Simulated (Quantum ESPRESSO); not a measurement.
# CaSe in Quantum ESPRESSO: the effect of functional

CaSe:

```xyz
2
Lattice="0.0000 2.9560 2.9560 2.9560 0.0000 2.9560 2.9560 2.9560 0.0000" Properties=species:S:1:pos:R:3 pbc="T T T"
Se    2.9560    2.9560    2.9560
Ca    0.0000    0.0000    0.0000
```

Alike in all runs:

```yaml
Program: Quantum ESPRESSO 7.5
Task: dielectric tensor
Cutoff: 1170 eV
Density_cutoff: 4680 eV
k_mesh: 6 × 6 × 6, shifted
Occupations: fermi-dirac, width 0.05 eV
Spin: no spin polarisation
```

```csv
functional,potentials or basis,pressure (GPa),dielectric constant (mean)
LDA,PseudoDojo 0.4.1 SR LDA standard,?,?
PBE,PseudoDojo 0.4.1 SR PBE standard,1.1,5.66
PBEsol,PseudoDojo 0.4.1 SR PBEsol standard,-1.1,5.76
WC,PseudoDojo 0.4.1 SR PBE standard,-1.2,5.72
BLYP,PseudoDojo 0.4.1 SR PBE standard,3.1,5.44
```

Task: What does the run with functional LDA give?

Result: Pressure -3.2 GPa; dielectric constant 5.83 mean.

Caveats: the cell is more than 3 GPa from zero pressure, which shifts response properties (some runs); the potentials were made for another functional, which shifts forces and pressure (some runs).
